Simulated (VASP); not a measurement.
# Mg (P6_3/mmc) in VASP: single point with PBE

Aim: the single point of Mg with PBE.

Everything below comes from runs of VASP 6.6.1. Logs are shortened: lines on timing, memory, paths and dates and some standing lists are left out, and cuts for length are marked.

## Step 1: The undisturbed crystal

Symmetry: P6_3/mmc, No. 194, hexagonal system. The conventional cell has a = 3.196 Å, b = 3.196 Å, c = 10.395 Å, α = 90.00°, β = 90.00°, γ = 120.00°. Mg (site symmetry -3m) has 12 Mg at 3.19 to 3.20 Å as nearest neighbours. Around Mg (site symmetry -6m2) lie 12 Mg at 3.19 to 3.20 Å.

## Step 2: Single point, PBE (volume scaled by 0.45)

The input, INCAR:

```
SYSTEM = Mg
PREC = Accurate ; ENCUT = 520
EDIFF = 1E-6 ; ISMEAR = -1
SIGMA = 0.08 ; LREAL = .False.
LASPH = .True. ; NELM = 100
ALGO = Normal ; ISIF = 2
LWAVE = .False. ; LCHARG = .True.
GGA = PE ; LELF = .True.
LVHAR = .True. ; NBANDS = 12
```

The input, KPOINTS:

```
regular mesh
0
Gamma
  11 11 3
  0 0 0
```

The input, POSCAR:

```
Mg
1.0
    2.4470983679      0.0000000000      0.0000000000
   -1.2235491840      2.1192493522      0.0000000000
    0.0000000000      0.0000000000      7.9790371049
Mg
4
Direct
    0.0000000000      0.0000000000      0.0000000000
    0.0000000000      0.0000000000      0.5000000000
    0.3333333333      0.6666666667      0.2500000000
    0.6666666667      0.3333333333      0.7500000000
```

Potentials or basis: VASP PAW PBE potentials, release 64 (Mg).

The run is started by

```
cat potpaw_PBE.64/Mg/POTCAR > POTCAR
mpirun -np 1 vasp_std > vasp.out
```

OUTCAR:

```text
SYSTEM = Mg
   PREC = Accurate
   ENCUT = 520
   EDIFF = 1E-6
   ISMEAR = -1
   LREAL = .False.
   LASPH = .True.
   NELM = 100
   ISIF = 2
   GGA = PE

 ion  position               nearest neighbor table
   1  0.000  0.000  0.000-   3 2.44   4 2.44   4 2.44   3 2.44   4 2.44   3 2.44   3 3.46   4 3.46
                             3 3.46   4 3.46   3 3.46   4 3.46
   2  0.000  0.000  0.500-   3 2.44   4 2.44   4 2.44   3 2.44   4 2.44   3 2.44   3 3.46   4 3.46
                             3 3.46   4 3.46   3 3.46   4 3.46
   3  0.333  0.667  0.250-   1 2.44   2 2.44   1 2.44   2 2.44   1 2.44   2 2.44   1 3.46   2 3.46
                             1 3.46   2 3.46   1 3.46   2 3.46
   4  0.667  0.333  0.750-   1 2.44   2 2.44   1 2.44   2 2.44   1 2.44   2 2.44   1 3.46   2 3.46
                             1 3.46   2 3.46   1 3.46   2 3.46

  LATTYP: Found a hexagonal cell.
 ALAT       =     2.4470983679
 C/A-ratio  =     3.2606115102

  Lattice vectors:

 A1 = (   2.4470983679,   0.0000000000,   0.0000000000)
 A2 = (  -1.2235491840,   2.1192493522,   0.0000000000)
 A3 = (   0.0000000000,   0.0000000000,   7.9790371049)

Analysis of symmetry for initial positions (statically):
=====================================================================
 Subroutine PRICEL returns:
 Original cell was already a primitive cell.

 Routine SETGRP: Setting up the symmetry group for a
 hexagonal supercell.

 Subroutine GETGRP returns: Found 24 space group operations
 (whereof 12 operations were pure point group operations)
 out of a pool of 24 trial point group operations.

The static configuration has the point symmetry D_3d.
 The point group associated with its full space group is D_6h.

Analysis of symmetry for dynamics (positions and initial velocities):
=====================================================================
 Subroutine PRICEL returns:
 Original cell was already a primitive cell.

 Routine SETGRP: Setting up the symmetry group for a
 hexagonal supercell.

 Subroutine GETGRP returns: Found 24 space group operations
 (whereof 12 operations were pure point group operations)
 out of a pool of 24 trial point group operations.

The dynamic configuration has the point symmetry D_3d.
 The point group associated with its full space group is D_6h.

 Subroutine INISYM returns: Found 24 space group operations
 (whereof 12 operations are pure point group operations),
 and found     1 'primitive' translations

----------------------------------------------------------------------------------------

                                     Primitive cell

  volume of cell :      41.3794

  direct lattice vectors                    reciprocal lattice vectors
     2.447098368  0.000000000  0.000000000     0.408647242  0.235932595  0.000000000
    -1.223549184  2.119249352  0.000000000     0.000000000  0.471865191  0.000000000
     0.000000000  0.000000000  7.979037105     0.000000000  0.000000000  0.125328406

  length of vectors
     2.447098368  2.447098368  7.979037105     0.471865191  0.471865191  0.125328406

  position of ions in fractional coordinates (direct lattice)
     0.000000000  0.000000000  0.000000000
     0.000000000  0.000000000  0.500000000
     0.333333333  0.666666667  0.250000000
     0.666666667  0.333333333  0.750000000

  ion indices of the primitive-cell ions
   primitive index   ion index
                 1           1
                 2           2
                 3           3
                 4           4

----------------------------------------------------------------------------------------

 KPOINTS: regular mesh

Automatic generation of k-mesh.
 Grid dimensions read from file:
 generate k-points for:   11   11    3

 Generating k-lattice:

  Cartesian coordinates                     Fractional coordinates (reciprocal lattice)
     0.037149749  0.021448418  0.000000000     0.090909091 -0.000000000  0.000000000
     0.000000000  0.042896836  0.000000000     0.000000000  0.090909091  0.000000000
     0.000000000  0.000000000  0.041776135     0.000000000  0.000000000  0.333333333

  Length of vectors
     0.042896836  0.042896836  0.041776135

  Shift w.r.t. Gamma in fractional coordinates (k-lattice)
     0.000000000  0.000000000  0.000000000

 Subroutine IBZKPT returns following result:
 ===========================================

 Found     32 irreducible k-points:

 Following reciprocal coordinates:
            Coordinates               Weight
  0.000000  0.000000  0.000000      1.000000
  0.090909  0.000000  0.000000      6.000000
  0.181818  0.000000  0.000000      6.000000
  0.272727  0.000000  0.000000      6.000000
  0.363636 -0.000000  0.000000      6.000000
  0.454545  0.000000  0.000000      6.000000
[... 16 lines left out ...]
  0.090909  0.090909  0.333333     12.000000
  0.181818  0.090909  0.333333     24.000000
 [... further k-points ...]
   k-points           NKPTS =     32   k-points in BZ     NKDIM =     32   number of bands    NBANDS=     12
   number of dos      NEDOS =    301   number of ions     NIONS =      4
   total plane-waves  NPLWV =  19440
   dimension x,y,z NGX =    18 NGY =   18 NGZ =   60
   dimension x,y,z NGXF=    36 NGYF=   36 NGZF=  120
   ions per type =               4
   NGX,Y,Z   is equivalent  to a cutoff of  12.23, 12.23, 12.50 a.u.
   NGXF,Y,Z  is equivalent  to a cutoff of  24.46, 24.46, 25.00 a.u.
 SYSTEM =  Mg
   PREC   = accura    normal or accurate (medium, high low for compatibility)
   ISTART =      0    job   : 0-new  1-cont  2-samecut
   ICHARG =      2    charge: 1-file 2-atom 10-const
   ISPIN  =      1    spin polarized calculation?
   LNONCOLLINEAR =      F non collinear calculations
   LSORBIT =      F    spin-orbit coupling
   LASPH  =      T    aspherical Exc in radial PAW
   ENCUT  =  520.0 eV  38.22 Ry    6.18 a.u.   4.55  4.55 14.84*2*pi/ulx,y,z
   NELM   =    100;   NELMIN=  2; NELMDL= -5     # of ELM steps
   EDIFF  = 0.1E-05   stopping-criterion for ELM
   LREAL  =      F    real-space projection
[... 7 lines left out ...]
   TEBEG  =    0.0;   TEEND  =   0.0 temperature during run
   PSTRESS=    0.0 pullay stress
   NELECT =       8.0000    total number of electrons
   NUPDOWN=      -1.0000    fix difference up-down
   EMIN   =  10.00;   EMAX   =-10.00  energy-range for DOS
   EFERMI =   0.00;   METHOD = LEGACY
   ISMEAR =    -1;   SIGMA  =   0.08  broadening in eV -4-tet -1-fermi 0-gaus
   EFERMI_NEDOS =   21; number of points for ismear=-14 and -15
   IALGO  =     38    algorithm
   IMIX   =      4    mixing-type and parameters
     AMIX     =   0.40;   BMIX     =  1.00
     AMIX_MAG =   1.60;   BMIX_MAG =  1.00
  volume/ion in A,a.u.               =      10.34        69.81
  Fermi-wavevector in a.u.,A,eV,Ry     =   0.946623  1.788857 12.192102  0.896094
  Thomas-Fermi vector in A             =   2.074638
   LORBIT       =      0    0 simple, 1 ext, 2 COOP (PROOUT), +10 PAW based schemes
   GGA     = PE    functional components
[... 5 lines left out ...]
 non-spin polarized calculation
  energy-cutoff  :      520.00
  volume of cell :       41.38
 maximum number of plane-waves:      1134
 NGX is ok and might be reduce to    18

 number of electron       8.0000000 magnetization

 Free energy of the ion-electron system (eV)
  ---------------------------------------------------
  ext. energy  EPLUGINS =         0.00000000
  ---------------------------------------------------
  free energy    TOTEN  =         5.04690344 eV

  energy without entropy =        5.05703326  energy(sigma->0) =        5.05196835

 E-fermi :   8.5317     XC(G=0): -11.3815

 val. band max:        8.3967237820   @ k =   0.4545   0.0909   0.0000
 cond. band min:       8.5537779185   @ k =   0.3636   0.2727   0.0000
 fundamental gap:      0.1570541365
 Fermi energy:         8.5316716100

 k-point     1 :       0.0000    0.0000    0.0000
  band No.  band energies     occupation
      1      -2.4567      2.00000
      2      -0.1072      2.00000
      3      -0.1065      2.00000
      4       5.6012      2.00000
      5       7.2800      2.00000
      6      16.2352      0.00000
      7      16.2754      0.00000
      8      24.8460      0.00000
      9      24.8460      0.00000
     10      25.7464      0.00000
     11      25.7534      0.00000
     12      25.8998      0.00000

 k-point     2 :       0.0909    0.0000    0.0000
  band No.  band energies     occupation
      1      -2.1746      2.00000
      2       0.1594      2.00000
      3       0.1601      2.00000
      4       5.8083      2.00000
      5       7.5354      1.99999
      6      16.3454      0.00000
      7      16.4224      0.00000
      8      21.7717      0.00000
      9      22.8405      0.00000
     10      22.9453      0.00000
     11      24.1290      0.00000
     12      25.0883      0.00000

 k-point     3 :       0.1818    0.0000    0.0000
  band No.  band energies     occupation
      1      -1.3393      2.00000
      2       0.9496      2.00000
      3       0.9501      2.00000
      4       6.4343      2.00000
      5       8.2620      1.93355
      6      16.2813      0.00000
      7      16.6932      0.00000
      8      18.0060      0.00000
      9      19.2809      0.00000
     10      19.2810      0.00000
     11      22.4730      0.00000
     12      23.0707      0.00000
[... 286 lines left out ...]
 k-point    23 :       0.0909    0.0909    0.3333
  band No.  band energies     occupation
      1      -1.3536      2.00000
      2      -0.5763      2.00000
      3       2.3947      2.00000
      4       4.4656      2.00000
      5      10.1237      0.00000
      6      13.2071      0.00000
      7      18.9229      0.00000
      8      19.4927      0.00000
      9      20.4254      0.00000
     10      20.7719      0.00000
     11      21.7703      0.00000
     12      23.8193      0.00000

 k-point    24 :       0.1818    0.0909    0.3333
  band No.  band energies     occupation
      1      -0.2647      2.00000
      2       0.4928      2.00000
      3       3.3879      2.00000
      4       5.3969      2.00000
      5      10.8733      0.00000
      6      13.6652      0.00000
      7      15.7969      0.00000
      8      16.3652      0.00000
      9      17.8055      0.00000
     10      18.5690      0.00000
     11      20.6196      0.00000
     12      21.7511      0.00000

 [... further k-points ...]
[... 5 lines left out ...]
  --------------------------------------------------------------------------------------
  -------------------------------------------------------------------------------------
  Total       35.0225081     35.0225081     35.2595270     -0.0000000      0.0000000      0.0000000
  in kB     1356.0442329   1356.0442330   1365.2214196     -0.0000000      0.0000000      0.0000000
  external PRESSURE =    1359.1032952 kB  Pullay stress =       0.0000000 kB

 VOLUME and BASIS-vectors are now :
 -----------------------------------------------------------------------------
  energy-cutoff  :      520.00
  volume of cell :       41.38
      direct lattice vectors                 reciprocal lattice vectors
     2.447098368  0.000000000  0.000000000     0.408647242  0.235932595  0.000000000
    -1.223549184  2.119249352  0.000000000     0.000000000  0.471865191  0.000000000
     0.000000000  0.000000000  7.979037105     0.000000000  0.000000000  0.125328406

 POSITION                                       TOTAL-FORCE (eV/Angst)
 -----------------------------------------------------------------------------------
      0.00000      0.00000      0.00000        -0.000000      0.000000     -0.000000
      0.00000      0.00000      3.98952        -0.000000      0.000000     -0.000000
     -0.00000      1.41283      1.99476         0.000000     -0.000000     -0.000000
      1.22355      0.70642      5.98428        -0.000000      0.000000      0.000000
 -----------------------------------------------------------------------------------
    total drift:                               -0.000000      0.000000     -0.000000

  FREE ENERGIE OF THE ION-ELECTRON SYSTEM (eV)
  ---------------------------------------------------
  free  energy   TOTEN  =         5.0469034382 eV

  energy  without entropy=        5.0570332551  energy(sigma->0) =        5.05196835
```

Wall time 11 s (1 thread of Intel Xeon Platinum 8488C (Sapphire Rapids), shared host); peak memory 0.14 GiB.

Results:

```
Free energy            : 5.0469 eV
Pressure               : 135.9 GPa
Band gap on the k mesh : none (metal or under the smearing width)
```

Caveat: the cell as given lies far from equilibrium; so large a pressure means that the cell lies far from this level's equilibrium, or that cutoff or potentials fall short.
